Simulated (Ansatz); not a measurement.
Theory: DFT PBE, scalar-relativistic, plane waves, PAW in Ansatz 0.2.0. Settings: cutoff 420 eV, Γ-centred meshes spaced at most about 0.3 Å⁻¹, and about 0.25 Å⁻¹ or finer for metals (2π included), Gaussian smearing. No spin polarisation.

Temperature and zero-point effects are left out.

Question: Which of these relaxed structures of Bi2S is the lowest in energy?
A.

```cif
data_structure
_symmetry_space_group_name_H-M 'I4_1/amd:1'
_symmetry_Int_Tables_number 141
_cell_length_a 3.5816
_cell_length_b 3.5816
_cell_length_c 25.5783
_cell_angle_alpha 90.000
_cell_angle_beta 90.000
_cell_angle_gamma 90.000
_cell_volume 328.12
loop_
_atom_site_label
_atom_site_type_symbol
_atom_site_symmetry_multiplicity
_atom_site_Wyckoff_symbol
_atom_site_fract_x
_atom_site_fract_y
_atom_site_fract_z
_atom_site_occupancy
Bi1 Bi 8 e 0.00000 0.00000 0.42919 1
S1 S 4 a 0.00000 0.00000 0.00000 1
```

B.

```cif
data_structure
_symmetry_space_group_name_H-M 'P6/mmm'
_symmetry_Int_Tables_number 191
_cell_length_a 6.9937
_cell_length_b 6.9937
_cell_length_c 4.3226
_cell_angle_alpha 90.000
_cell_angle_beta 90.000
_cell_angle_gamma 120.000
_cell_volume 183.10
loop_
_atom_site_label
_atom_site_type_symbol
_atom_site_symmetry_multiplicity
_atom_site_Wyckoff_symbol
_atom_site_fract_x
_atom_site_fract_y
_atom_site_fract_z
_atom_site_occupancy
Bi1 Bi 3 f 0.50000 0.00000 0.00000 1
Bi2 Bi 1 a 0.00000 0.00000 0.00000 1
S1 S 2 d 0.33333 0.66667 0.50000 1
```

Answer: B. The other, A, lies 95 meV/atom higher. Forms: B P6/mmm; A I4_1/amd. Counting S atoms around Bi (those within 1.25 times the shortest such distance or 1.15 times the sum of covalent radii, 1.27 where that leaves under three; the shortest distance is added where it exceeds 1.18 times the sum of covalent radii; a slash parts the counts of unlike sites): B has Bi 4/12 from 4.6 Å; A has Bi 4 from 3.1 Å. Both come from invented guesses. The lowest form computed isn't among them: it has space group P2_1/c (No. 14), 30.2 Å³/atom, is reached from a Materials Project cell and lies 93 meV/atom below the best shown. Even the lowest of the cells shown lies +0.06 eV/atom against the elements.

These runs have no spin–orbit coupling, which can matter for Bi. Cells relaxed within their symmetry can be saddle points. Some candidate types were left out of the draw beforehand, so a known form may be missing.
